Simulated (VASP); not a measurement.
A run of VASP 6.6.1 is set up as follows.

INCAR

```
PREC = Accurate
ENCUT = 600
EDIFF = 1E-6
ISMEAR = -1
SIGMA = 0.05
LREAL = F
LASPH = T
NELM = 60
ALGO = Fast
ISIF = 3
LWAVE = F
LCHARG = F
GGA = CA
IBRION = 2
NSW = 60
EDIFFG = -0.01
```

KPOINTS

```
regular mesh
0
Gamma
  8 8 4
```

Contents of POSCAR:

```
Sb
1.0
    3.3545324186      0.0000000000      0.0000000000
   -1.6772662093      2.9051102923      0.0000000000
    0.0000000000      0.0000000000      5.4701606500
Sb
2
Direct
    0.6666666667      0.3333333333      0.7500000000
    0.3333333333      0.6666666667      0.2500000000
```

Potentials or basis: VASP PAW LDA potentials, release 64 (Sb).

Launch:

```bash
$ cat potpaw_LDA.64/Sb/POTCAR > POTCAR
$ mpirun -np 1 vasp_std > vasp.out
```

(1) What does it give for the band gap on the k mesh?

(2) Predict the space group after relaxing (to 0.05 Å).

Results:

(1) none (metal or under the smearing width).

(2) P6_3/mmc (No. 194).
